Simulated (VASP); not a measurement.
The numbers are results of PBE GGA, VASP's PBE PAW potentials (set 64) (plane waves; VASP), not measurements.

A VASP calculation is set up with these files.

File KPOINTS:
```
Automatic mesh
0
Monkhorst-Pack
8 8 8
0 0 0
```

POSCAR:
```
AlSb
1
    0.0000000000     3.1314000000     3.1314000000
    3.1314000000     0.0000000000     3.1314000000
    3.1314000000     3.1314000000     0.0000000000
Al Sb
1 1
Direct
  0.0000000000   0.0000000000   0.0000000000
  0.2500000000   0.2500000000   0.2500000000
```

### INCAR
```
# general
SYSTEM  = AlSb
PREC    = Accurate
ENCUT   = 400
LREAL   = .False.
LASPH   = .True.

# electronic loop
EDIFF   = 1E-6
NELM    = 100
ALGO    = Normal
LMAXMIX = 4

# smearing
ISMEAR  = 0
SIGMA   = 0.05

# functional
GGA     = PE

# ions
ISIF    = 2

# output
LWAVE   = .False.
LCHARG  = .False.
```

POTCAR, in this order: Al Sb (PBE.64 set). Program: vasp_std.

The resulting files:

File OSZICAR:
```
       N       E                     dE             d eps       ncg     rms          rms(c)
DAV:   1     0.126129876500E+02    0.12613E+02   -0.23053E+03   960   0.560E+02
DAV:   2    -0.780846322997E+01   -0.20421E+02   -0.19656E+02  1304   0.773E+01
DAV:   3    -0.828378903135E+01   -0.47533E+00   -0.47533E+00  1240   0.152E+01
DAV:   4    -0.828686854419E+01   -0.30795E-02   -0.30795E-02  1456   0.146E+00
DAV:   5    -0.828688191103E+01   -0.13367E-04   -0.13367E-04  1312   0.772E-02    0.324E+00
DAV:   6    -0.822940454719E+01    0.57477E-01   -0.91394E-02  1024   0.142E+00    0.200E+00
DAV:   7    -0.821252799072E+01    0.16877E-01   -0.80825E-02  1152   0.151E+00    0.406E-01
DAV:   8    -0.821326797780E+01   -0.73999E-03   -0.66013E-03  1032   0.462E-01    0.884E-02
DAV:   9    -0.821358634852E+01   -0.31837E-03   -0.49790E-04  1272   0.151E-01    0.266E-02
DAV:  10    -0.821363187109E+01   -0.45523E-04   -0.39691E-05  1312   0.376E-02    0.136E-02
DAV:  11    -0.821366216471E+01   -0.30294E-04   -0.55290E-05  1064   0.487E-02    0.461E-03
DAV:  12    -0.821366269720E+01   -0.53249E-06   -0.69492E-07  1392   0.594E-03
   1 F= -.82136627E+01 E0= -.82136627E+01  d E =-.203802E-14
```

File OUTCAR:
```
------------------------ aborting loop because EDIFF is reached ----------------------------------------
  FORCE on cell =-STRESS in cart. coord.  units (eV):
  Direction    XX          YY          ZZ          XY          YZ          ZX
  --------------------------------------------------------------------------------------
  Total       -0.2680316     -0.2680316     -0.2680316      0.0000000      0.0000000      0.0000000
  in kB       -6.9927976     -6.9927976     -6.9927976      0.0000000      0.0000000      0.0000000
  external PRESSURE =      -6.9927976 kB  Pullay stress =       0.0000000 kB
  volume of cell :       61.41
      direct lattice vectors                 reciprocal lattice vectors
     0.000000000  3.131400000  3.131400000    -0.159672990  0.159672990  0.159672990
     3.131400000  0.000000000  3.131400000     0.159672990 -0.159672990  0.159672990
     3.131400000  3.131400000  0.000000000     0.159672990  0.159672990 -0.159672990
 POSITION                                       TOTAL-FORCE (eV/Angst)
 -----------------------------------------------------------------------------------
      0.00000      0.00000      0.00000         0.000000      0.000000      0.000000
      1.56570      1.56570      1.56570        -0.000000     -0.000000     -0.000000
 -----------------------------------------------------------------------------------
    total drift:                               -0.000000     -0.000000     -0.000000
  FREE ENERGIE OF THE ION-ELECTRON SYSTEM (eV)
  ---------------------------------------------------
  free  energy   TOTEN  =        -8.2136626972 eV

  energy  without entropy=       -8.2136626972  energy(sigma->0) =       -8.21366270
```
(Selected blocks of OUTCAR.)

The compound is AlSb in the zinc blende structure. The cell was not relaxed at this level. The run is one of a series of settings (KPOINTS 8×8×8 Monkhorst-Pack mesh against the base run), some of them coarse on purpose.
